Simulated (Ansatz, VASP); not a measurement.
## LiF in VASP and in Ansatz

INCAR

```
ALGO = Normal ; EDIFF = 1E-7
ENCUT = 520 ; GGA = CA
ISIF = 2 ; ISMEAR = -1
LASPH = T ; LCHARG = F
LREAL = F ; LWAVE = F
NBANDS = 12 ; NELM = 60
PREC = Accurate ; SIGMA = 0.03
```

The input KPOINTS:

```
k-points
0
Gamma
  10 10 10
```

The input POSCAR:

```
LiF
1.0
    0.0000000000      1.9728864230      1.9728864230
    1.9728864230      0.0000000000      1.9728864230
    1.9728864230      1.9728864230      0.0000000000
Li F
1 1
Direct
    0.0000000000      0.0000000000      0.0000000000
    0.5000000000      0.5000000000      0.5000000000
```

Input for Ansatz:

```yaml
crystal:
  lattice:
    - [0.0, 1.972886423, 1.972886423]
    - [1.972886423, 0.0, 1.972886423]
    - [1.972886423, 1.972886423, 0.0]
  atoms:
    - { symbol: Li, position: [0.0, 0.0, 0.0] }
    - { symbol: F, position: [0.5, 0.5, 0.5] }
kpoints:
  mp_grid: { grid: [10, 10, 10] }
  band_path:
    path:
      - [0.0, 0.0, 0.0]
      - [0.5, 0.0, 0.5]
      - [0.625, 0.25, 0.625]
      - [0.375, 0.375, 0.75]
      - [0.0, 0.0, 0.0]
      - [0.5, 0.5, 0.5]
      - [0.5, 0.25, 0.75]
      - [0.5, 0.0, 0.5]
    npoints: 5
scf:
  occupations: { method: fermi_dirac, width: 0.03 }
hamiltonian:
  xc: lda
  pseudopotentials: { kind: all_electron, lapw: { basis_error: 0.001 } }
output:
  forces: true
  stress: true
  eigenvalues: true
```

Change from the starting cell: volume scaled by 0.94.

Alike in both runs: task single point; functional LDA; k mesh 10 × 10 × 10; occupations fermi-dirac, width 0.03 eV; no spin polarisation.

```csv
,VASP,Ansatz
version,VASP 6.6.1,Ansatz 0.2.0
potentials or method,"VASP PAW LDA potentials, release 64 (Li_sv, F)","all-electron LAPW, scalar-relativistic"
plane-wave cutoff (eV),520,see its input
```

|  | VASP | Ansatz | Ansatz less VASP |
| --- | --- | --- | --- |
| gap on the k mesh at the Fermi level (eV) | 9.41 | 9.40 | -0.016 |

Ansatz ran all-electron here, so the differences hold the error of VASP's frozen core and of both bases.

 A k mesh can miss the band edges.
